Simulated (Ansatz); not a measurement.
Runs of Ansatz 0.2.0 on Te. Symmetry: P3_121, No. 152, trigonal system. The conventional cell has a = 4.454 Å, b = 4.454 Å, c = 5.924 Å, α = 90.00°, β = 90.00°, γ = 120.00°. Te (site symmetry 2) has 2 Te at 2.86 Å as nearest neighbours. 

| task | level | cell | cutoff (eV) | points for each segment of the path | gap on the mesh (eV) | pressure (GPa) | relaxed volume (Å³/atom) | largest force (eV/Å) |
| --- | --- | --- | --- | --- | --- | --- | --- | --- |
| band structure | revPBE | as given | 420 | 14 | - | 2.4 | - | 0.15 |
| relaxation of cell and atoms | revPBE+D3(BJ) | relaxed | 420 | - | (c) | 0.0 | 31.06 | - |
| band structure | r2SCAN | as given | 500 | 14 | - | 0.9 | - | 0.09 |
| relaxation of cell and atoms | revPBE | relaxed | 420 | - | 0.83 | 0.0 | (b) | - |
| band structure | LDA | as given | 420 | 14 | - | -2.0 | - | (a) |

Alike in all rows: potentials or basis Ansatz PAW; no spin polarisation; k mesh 7 × 7 × 5; smearing fermi-dirac 0.05 eV.

Q: Fill in the values left out.

A: (a) 0.06; (b) 38.26; (c) 0.47.

Caveats: spin-orbit coupling is left out, which moves the levels of the heavy elements; the PAW data sets come from PBE, with cores solved anew for the run's functional, which leaves a small shift of forces and pressure; odd divisions of the mesh miss points on the zone boundary, where band edges often lie, so the gap on the mesh can be too wide (some runs); the plane-wave basis is chosen anew once the cell has moved, so the energies of steps on either side of that aren't comparable (some runs); the volume moved by +13 % from the deposited cell, more than functionals usually miss (some runs).

A k mesh can miss the band edges, and the runs leave out spin-orbit coupling on Te.

Runs at the PBE level aren't shown here.
